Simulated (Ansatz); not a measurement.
W, simple cubic: how the functional moves the structure

All rows: Ansatz, plane waves with scalar-relativistic PAW, 420 eV (500 eV for the SCAN forms), relaxed under each functional, no dispersion correction, no zero-point motion. B₀ comes from uniform scaling at fixed shape; a dash is a value not given.

```json
{"functional": "PBE", "V (Å³/atom)": "18.35", "cell": "a = 2.638 Å", "B₀ (GPa)": "215", "magnetic state": "spin not included", "ΔE to bcc (meV/atom)": "1442"}
{"functional": "r²SCAN", "V (Å³/atom)": "18.03", "cell": "a = 2.622 Å", "B₀ (GPa)": "224", "magnetic state": "spin not included", "ΔE to bcc (meV/atom)": "1549"}
{"functional": "PBEsol", "V (Å³/atom)": "17.77", "cell": "a = 2.610 Å", "B₀ (GPa)": "226", "magnetic state": "spin not included", "ΔE to bcc (meV/atom)": "1490"}
{"functional": "revPBE", "V (Å³/atom)": "18.54", "cell": "a = 2.647 Å", "B₀ (GPa)": "209", "magnetic state": "spin not included", "ΔE to bcc (meV/atom)": "1437"}
{"functional": "RPBE", "V (Å³/atom)": "18.61", "cell": "a = 2.650 Å", "B₀ (GPa)": "207", "magnetic state": "spin not included", "ΔE to bcc (meV/atom)": "1434"}
{"functional": "BLYP", "V (Å³/atom)": "19.09", "cell": "a = 2.673 Å", "B₀ (GPa)": "192", "magnetic state": "spin not included", "ΔE to bcc (meV/atom)": "1150"}
```

PBEsol gives the smallest volume and BLYP the largest.
